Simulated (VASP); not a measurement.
# ZnSe (F-43m) in VASP: a series of runs

The runs below take ZnSe through band structure, Born charges and dielectric tensor, with PBE.

Program: VASP 6.6.1. These are calculated values, not measurements. Logs are shortened: lines on timing, memory, paths and dates and some standing lists are left out, and cuts for length are marked.

**Measured values to compare with.**

From “Alloy Disordering Effects on the Thermal Conductivity and Energy Gap Temperature Dependence of Cd1−xZnxSe Ternary Crystals Grown by the Bridgman Method”, 2023, pmc:10253836, for a bulk crystal of ZnSe at 300 K: band gap 2.695 ± 0.003 eV (an exciton energy, a little under the gap).

A printed reference work, textbook reports, for a bulk crystal of ZnSe: high-frequency dielectric constant 5.9.

The runs below are set against these values where they give the same quantity.

**1. Starting point**

It takes space group F-43m (No. 216, cubic). The conventional cell has a = 5.741 Å, b = 5.741 Å, c = 5.741 Å, α = 90.00°, β = 90.00°, γ = 90.00°. Around Zn (site symmetry -43m) lie 4 Se at 2.49 Å. Se (site symmetry -43m) has 4 Zn at 2.49 Å as nearest neighbours.

**2. Band structure, PBE**

INCAR

```
SYSTEM = ZnSe
  ALGO = Normal
  EDIFF = 1E-7
  ENCUT = 520
  GGA = PE
  ISIF = 2
  ISMEAR = 0
  LASPH = .TRUE.
  LCHARG = .FALSE.
  LREAL = .FALSE.
  LWAVE = .FALSE.
  NELM = 80
  PREC = Accurate
  SIGMA = 0.02
```

KPOINTS

```
k-points
0
G
  6 6 6
  0 0 0
```

POSCAR

```
ZnSe                                    
1.0
   -0.0000000000      2.8704234382      2.8704234382
    2.8704234382      0.0000000000      2.8704234382
    2.8704234382      2.8704234382      0.0000000000
  Zn              Se            
     1     1
Direct
     0.0000000000000000    1.0000000000000000    1.0000000000000000
     0.2500000000000000    0.2500000000000000    0.2500000000000000
```

KPOINTS_OPT

```
path GXWKGLUWLK,UX
20
line-mode
reciprocal
 0.0000000000  0.0000000000  0.0000000000  G
 0.5000000000  0.0000000000  0.5000000000  X

 0.5000000000  0.0000000000  0.5000000000  X
 0.5000000000  0.2500000000  0.7500000000  W

 0.5000000000  0.2500000000  0.7500000000  W
 0.3750000000  0.3750000000  0.7500000000  K

 0.3750000000  0.3750000000  0.7500000000  K
 0.0000000000  0.0000000000  0.0000000000  G

 0.0000000000  0.0000000000  0.0000000000  G
 0.5000000000  0.5000000000  0.5000000000  L

 0.5000000000  0.5000000000  0.5000000000  L
 0.6250000000  0.2500000000  0.6250000000  U

 0.6250000000  0.2500000000  0.6250000000  U
 0.5000000000  0.2500000000  0.7500000000  W

 0.5000000000  0.2500000000  0.7500000000  W
 0.5000000000  0.5000000000  0.5000000000  L

 0.5000000000  0.5000000000  0.5000000000  L
 0.3750000000  0.3750000000  0.7500000000  K

 0.6250000000  0.2500000000  0.6250000000  U
 0.5000000000  0.0000000000  0.5000000000  X
```

Potentials or basis: VASP PAW PBE potentials, release 64 (Zn, Se).

Run with:

```bash
> cat potpaw_PBE.64/Zn/POTCAR potpaw_PBE.64/Se/POTCAR > POTCAR
> mpirun -np 1 vasp_std > vasp.out
```

OUTCAR:

```text
SYSTEM = ZnSe
   EDIFF = 1E-7
   ENCUT = 520
   GGA = PE
   ISIF = 2
   ISMEAR = 0
   LASPH = .TRUE.
   LREAL = .FALSE.
   NELM = 80
   PREC = Accurate

 ion  position               nearest neighbor table
   1  0.000  0.000  0.000-   2 2.49   2 2.49   2 2.49   2 2.49
   2  0.250  0.250  0.250-   1 2.49   1 2.49   1 2.49   1 2.49

  LATTYP: Found a face centered cubic cell.
 ALAT       =     5.7408468764

  Lattice vectors:

 A1 = (   0.0000000000,   2.8704234382,   2.8704234382)
 A2 = (   2.8704234382,   0.0000000000,   2.8704234382)
 A3 = (   2.8704234382,   2.8704234382,   0.0000000000)

Analysis of symmetry for initial positions (statically):
=====================================================================
 Subroutine PRICEL returns:
 Original cell was already a primitive cell.

 Routine SETGRP: Setting up the symmetry group for a
 face centered cubic supercell.

 Subroutine GETGRP returns: Found 24 space group operations
 (whereof 24 operations were pure point group operations)
 out of a pool of 48 trial point group operations.

The static configuration has the point symmetry T_d .

Analysis of symmetry for dynamics (positions and initial velocities):
=====================================================================
 Subroutine PRICEL returns:
 Original cell was already a primitive cell.

 Routine SETGRP: Setting up the symmetry group for a
 face centered cubic supercell.

 Subroutine GETGRP returns: Found 24 space group operations
 (whereof 24 operations were pure point group operations)
 out of a pool of 48 trial point group operations.

The dynamic configuration has the point symmetry T_d .

 Subroutine INISYM returns: Found 24 space group operations
 (whereof 24 operations are pure point group operations),
 and found     1 'primitive' translations

----------------------------------------------------------------------------------------

                                     Primitive cell

  volume of cell :      47.3007

  direct lattice vectors                    reciprocal lattice vectors
     0.000000000  2.870423438  2.870423438    -0.174190328  0.174190328  0.174190328
     2.870423438  0.000000000  2.870423438     0.174190328 -0.174190328  0.174190328
     2.870423438  2.870423438  0.000000000     0.174190328  0.174190328 -0.174190328

  length of vectors
     4.059391756  4.059391756  4.059391756     0.301706498  0.301706498  0.301706498

  position of ions in fractional coordinates (direct lattice)
     0.000000000  0.000000000  0.000000000
     0.250000000  0.250000000  0.250000000

  ion indices of the primitive-cell ions
   primitive index   ion index
                 1           1
                 2           2

----------------------------------------------------------------------------------------

 KPOINTS: k-points

Automatic generation of k-mesh.
 Grid dimensions read from file:
 generate k-points for:    6    6    6

 Generating k-lattice:

  Cartesian coordinates                     Fractional coordinates (reciprocal lattice)
    -0.029031721  0.029031721  0.029031721     0.166666667  0.000000000  0.000000000
     0.029031721 -0.029031721  0.029031721     0.000000000  0.166666667  0.000000000
     0.029031721  0.029031721 -0.029031721     0.000000000  0.000000000  0.166666667

  Length of vectors
     0.050284416  0.050284416  0.050284416

  Shift w.r.t. Gamma in fractional coordinates (k-lattice)
     0.000000000  0.000000000  0.000000000

 Subroutine IBZKPT returns following result:
 ===========================================

 Found     16 irreducible k-points:

 Following reciprocal coordinates:
            Coordinates               Weight
  0.000000  0.000000  0.000000      1.000000
  0.166667  0.000000  0.000000      8.000000
  0.333333  0.000000  0.000000      8.000000
  0.500000  0.000000  0.000000      4.000000
  0.166667  0.166667  0.000000      6.000000
  0.333333  0.166667  0.000000     24.000000
[... 8 lines left out ...]
 -0.333333  0.333333  0.166667     24.000000
 -0.333333  0.500000  0.166667     12.000000
   k-points           NKPTS =     16   k-points in BZ     NKDIM =     16   number of bands    NBANDS=     13
   number of dos      NEDOS =    301   number of ions     NIONS =      2
   total plane-waves  NPLWV =  27000
   dimension x,y,z NGX =    30 NGY =   30 NGZ =   30
   dimension x,y,z NGXF=    60 NGYF=   60 NGZF=   60
   ions per type =               1   1
   NGX,Y,Z   is equivalent  to a cutoff of  12.29, 12.29, 12.29 a.u.
   NGXF,Y,Z  is equivalent  to a cutoff of  24.57, 24.57, 24.57 a.u.
 SYSTEM =  ZnSe
   PREC   = accura    normal or accurate (medium, high low for compatibility)
   ISTART =      0    job   : 0-new  1-cont  2-samecut
   ICHARG =      2    charge: 1-file 2-atom 10-const
   ISPIN  =      1    spin polarized calculation?
   LNONCOLLINEAR =      F non collinear calculations
   LSORBIT =      F    spin-orbit coupling
   LASPH  =      T    aspherical Exc in radial PAW
   ENCUT  =  520.0 eV  38.22 Ry    6.18 a.u.   7.55  7.55  7.55*2*pi/ulx,y,z
   NELM   =     80;   NELMIN=  2; NELMDL= -5     # of ELM steps
   EDIFF  = 0.1E-06   stopping-criterion for ELM
   LREAL  =      F    real-space projection
   EDIFFG = 0.1E-05   stopping-criterion for IOM
   NSW    =      0    number of steps for IOM
   IBRION =     -1    ionic relax: 0-MD 1-quasi-New 2-CG
   NFREE  =      0    steps in history (QN), initial steepest desc. (CG)
   ISIF   =      2    stress and relaxation
   ISYM   =      2    0-nonsym 1-usesym 2-fastsym
   POTIM  = 0.5000    time-step for ionic-motion
   TEBEG  =    0.0;   TEEND  =   0.0 temperature during run
   PSTRESS=    0.0 pullay stress
   NELECT =      18.0000    total number of electrons
   NUPDOWN=      -1.0000    fix difference up-down
   EMIN   =  10.00;   EMAX   =-10.00  energy-range for DOS
   EFERMI =   0.00;   METHOD = LEGACY
   ISMEAR =     0;   SIGMA  =   0.02  broadening in eV -4-tet -1-fermi 0-gaus
   EFERMI_NEDOS =   21; number of points for ismear=-14 and -15
   IALGO  =     38    algorithm
   IMIX   =      4    mixing-type and parameters
     AMIX     =   0.40;   BMIX     =  1.00
     AMIX_MAG =   1.60;   BMIX_MAG =  1.00
  volume/ion in A,a.u.               =      23.65       159.60
  Fermi-wavevector in a.u.,A,eV,Ry     =   1.186341  2.241860 19.148921  1.407406
  Thomas-Fermi vector in A             =   2.322516
   LORBIT       =      0    0 simple, 1 ext, 2 COOP (PROOUT), +10 PAW based schemes
   GGA     = PE    functional components
   LHFCALC =     F    Hartree Fock is set to
   AEXX    =    0.0000 exact exchange contribution
   IVDW    =     0    specifies the selected vdW correction
   LEPSILON=     F    determine dielectric tensor
   LRPA    =     F    only Hartree local field effects (RPA)
 non-spin polarized calculation
 Gauss-broadening in eV      SIGMA  =   0.02
  energy-cutoff  :      520.00
  volume of cell :       47.30
 maximum number of plane-waves:      1303
   NGX = 15   NGY = 15   NGZ = 15

 number of electron      18.0000016 magnetization

 Free energy of the ion-electron system (eV)
  ---------------------------------------------------
  ext. energy  EPLUGINS =         0.00000000
  ---------------------------------------------------
  free energy    TOTEN  =        -6.02758297 eV

  energy without entropy =       -6.02758297  energy(sigma->0) =       -6.02758297

 E-fermi :   1.4305     XC(G=0):  -9.1453

 val. band max:        1.2938943795   @ k =   0.0000   0.0000   0.0000
 cond. band min:       2.4294053113   @ k =   0.0000   0.0000   0.0000
 fundamental gap:      1.1355109318
 Fermi energy:         1.4305384045

 k-point     1 :       0.0000    0.0000    0.0000
  band No.  band energies     occupation
      1     -11.7251      2.00000
      2      -5.1229      2.00000
      3      -5.1229      2.00000
      4      -5.1229      2.00000
      5      -4.7875      2.00000
      6      -4.7875      2.00000
      7       1.2939      2.00000
      8       1.2939      2.00000
      9       1.2939      2.00000
     10       2.4294      0.00000
     11       7.1017      0.00000
     12       7.1017      0.00000
     13       7.1017      0.00000

 k-point     2 :       0.1667    0.0000    0.0000
  band No.  band energies     occupation
      1     -11.5635      2.00000
      2      -5.1031      2.00000
      3      -5.0986      2.00000
      4      -5.0986      2.00000
      5      -4.7890      2.00000
      6      -4.7890      2.00000
      7      -0.5671      2.00000
      8       1.0584      2.00000
      9       1.0584      2.00000
     10       3.7109      0.00000
     11       7.1232      0.00000
     12       7.4850      0.00000
     13       7.4850      0.00000

 k-point     3 :       0.3333    0.0000    0.0000
  band No.  band energies     occupation
      1     -11.2035      2.00000
      2      -5.0577      2.00000
      3      -5.0577      2.00000
      4      -4.9501      2.00000
      5      -4.7815      2.00000
      6      -4.7815      2.00000
      7      -2.6192      2.00000
      8       0.6571      2.00000
      9       0.6571      2.00000
     10       3.8921      0.00000
     11       7.7587      0.00000
     12       7.7587      0.00000
     13       8.7165      0.00000
[... 177 lines left out ...]
 k-point    15 :      -0.3333    0.3333    0.1667
  band No.  band energies     occupation
      1     -10.8156      2.00000
      2      -5.0151      2.00000
      3      -4.9696      2.00000
      4      -4.8186      2.00000
      5      -4.7914      2.00000
      6      -4.5650      2.00000
      7      -3.2545      2.00000
      8      -1.3832      2.00000
      9      -0.4657      2.00000
     10       5.9567      0.00000
     11       6.8577      0.00000
     12       8.3191      0.00000
     13      10.2189      0.00000

 k-point    16 :      -0.3333    0.5000    0.1667
  band No.  band energies     occupation
      1     -10.7510      2.00000
      2      -5.0227      2.00000
      3      -4.9272      2.00000
      4      -4.8581      2.00000
      5      -4.7737      2.00000
      6      -4.5418      2.00000
      7      -3.2339      2.00000
      8      -1.1820      2.00000
      9      -1.0937      2.00000
     10       5.7881      0.00000
     11       6.0045      0.00000
     12       9.4369      0.00000
     13       9.7984      0.00000

------------------------ aborting loop because EDIFF is reached ----------------------------------------

  FORCE on cell =-STRESS in cart. coord.  units (eV):
  Direction    XX          YY          ZZ          XY          YZ          ZX
  --------------------------------------------------------------------------------------
  -------------------------------------------------------------------------------------
  Total       -0.0013694     -0.0013694     -0.0013694     -0.0000000      0.0000000      0.0000000
  in kB       -0.0463837     -0.0463837     -0.0463837     -0.0000000      0.0000000      0.0000000
  external PRESSURE =      -0.0463837 kB  Pullay stress =       0.0000000 kB

 VOLUME and BASIS-vectors are now :
 -----------------------------------------------------------------------------
  energy-cutoff  :      520.00
  volume of cell :       47.30
      direct lattice vectors                 reciprocal lattice vectors
     0.000000000  2.870423438  2.870423438    -0.174190328  0.174190328  0.174190328
     2.870423438  0.000000000  2.870423438     0.174190328 -0.174190328  0.174190328
     2.870423438  2.870423438  0.000000000     0.174190328  0.174190328 -0.174190328

 POSITION                                       TOTAL-FORCE (eV/Angst)
 -----------------------------------------------------------------------------------
      0.00000      0.00000      0.00000         0.000000     -0.000000      0.000000
      1.43521      1.43521      1.43521        -0.000000      0.000000      0.000000
 -----------------------------------------------------------------------------------
    total drift:                               -0.000001     -0.000001     -0.000001

  FREE ENERGIE OF THE ION-ELECTRON SYSTEM (eV)
  ---------------------------------------------------
  free  energy   TOTEN  =        -6.0275829738 eV

  energy  without entropy=       -6.0275829738  energy(sigma->0) =       -6.02758297
```

It took 93 s on 1 thread of AMD EPYC 7R43 (Zen 3), shared host; peak memory 0.14 GiB.

What came out:

```
Free energy             : -6.0276 eV
Pressure                : 0.0 GPa
Band gap on the k mesh  : 1.14 eV, direct
Band gap along the path : 1.14 eV, direct
```

Levels at the corners of the path, in eV from the valence-band top:
| point | band 6 | band 7 | band 8 | band 9 | band 10 | band 11 | band 12 | band 13 |
| --- | --- | --- | --- | --- | --- | --- | --- | --- |
| Γ | -6.08 | 0.00 | 0.00 | 0.00 | 1.14 | 5.81 | 5.81 | 5.81 |
| X | -5.92 | -4.59 | -2.05 | -2.05 | 3.07 | 3.45 | 10.46 | 10.98 |
| X | -5.92 | -4.59 | -2.05 | -2.05 | 3.07 | 3.45 | 10.46 | 10.98 |
| W | -5.81 | -4.50 | -2.61 | -2.49 | 5.37 | 5.48 | 6.88 | 7.71 |
| W | -5.81 | -4.50 | -2.61 | -2.49 | 5.37 | 5.48 | 6.88 | 7.71 |
| K | -5.84 | -4.53 | -2.91 | -1.68 | 3.60 | 5.51 | 8.93 | 9.14 |
| K | -5.84 | -4.53 | -2.91 | -1.68 | 3.60 | 5.51 | 8.93 | 9.14 |
| Γ | -6.08 | 0.00 | 0.00 | 0.00 | 1.14 | 5.81 | 5.81 | 5.81 |
| Γ | -6.08 | 0.00 | 0.00 | 0.00 | 1.14 | 5.81 | 5.81 | 5.81 |
| L | -5.94 | -4.99 | -0.81 | -0.81 | 2.47 | 6.38 | 6.38 | 8.46 |
| L | -5.94 | -4.99 | -0.81 | -0.81 | 2.47 | 6.38 | 6.38 | 8.46 |
| U | -5.84 | -4.53 | -2.91 | -1.68 | 3.60 | 5.51 | 8.93 | 9.14 |
| U | -5.84 | -4.53 | -2.91 | -1.68 | 3.60 | 5.51 | 8.93 | 9.14 |
| W | -5.81 | -4.50 | -2.61 | -2.49 | 5.37 | 5.48 | 6.88 | 7.71 |
| W | -5.81 | -4.50 | -2.61 | -2.49 | 5.37 | 5.48 | 6.88 | 7.71 |
| L | -5.94 | -4.99 | -0.81 | -0.81 | 2.47 | 6.38 | 6.38 | 8.46 |
| L | -5.94 | -4.99 | -0.81 | -0.81 | 2.47 | 6.38 | 6.38 | 8.46 |
| K | -5.84 | -4.53 | -2.91 | -1.68 | 3.60 | 5.51 | 8.93 | 9.14 |
| U | -5.84 | -4.53 | -2.91 | -1.68 | 3.60 | 5.51 | 8.93 | 9.14 |
| X | -5.92 | -4.59 | -2.05 | -2.05 | 3.07 | 3.45 | 10.46 | 10.98 |

[end of part 1 of 2]
